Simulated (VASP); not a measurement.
A run of VASP 6.6.1 is set up as follows.

The input INCAR:

```
PREC = Accurate
ENCUT = 600
EDIFF = 1E-6
ISMEAR = 0
SIGMA = 0.02
LREAL = False
LASPH = True
NELM = 80
ALGO = Normal
ISIF = 3
LWAVE = False
LCHARG = False
GGA = PE
IBRION = 2
NSW = 60
EDIFFG = -0.005
```

File KPOINTS:

```
regular mesh
0
Gamma
  8 8 8
```

POSCAR

```
Si
1.0
    0.0000000000      2.7340000000      2.7340000000
    2.7340000000      0.0000000000      2.7340000000
    2.7340000000      2.7340000000      0.0000000000
Si
2
Direct
    0.0000000000      0.0000000000      0.0000000000
    0.2500000000      0.2500000000      0.2500000000
```

Potentials or basis: VASP PAW PBE potentials, release 64 (Si).

Command:

```console
$ cat potpaw_PBE.64/Si/POTCAR > POTCAR
$ mpirun -np 1 vasp_std > vasp.out
```

What does it give for the space group after relaxing (to 0.05 Å)?

Fd-3m (No. 227).

Estimate the relaxed volume.

20.45 Å³/atom.

Estimate the relaxed cell.

a = 3.868 Å, b = 3.868 Å, c = 3.868 Å, α = 60.00°, β = 60.00°, γ = 60.00°.

What does it give for the band gap on the k mesh?

0.65 eV, indirect (least direct gap 2.56 eV).

Final structure:
```
CELL_PARAMETERS angstrom
0.00000 2.73477 2.73477
2.73477 0.00000 2.73477
2.73477 2.73477 0.00000
ATOMIC_POSITIONS crystal
Si 0.00000 0.00000 0.00000
Si 0.25000 0.25000 0.25000
```

A k mesh can miss the band edges.
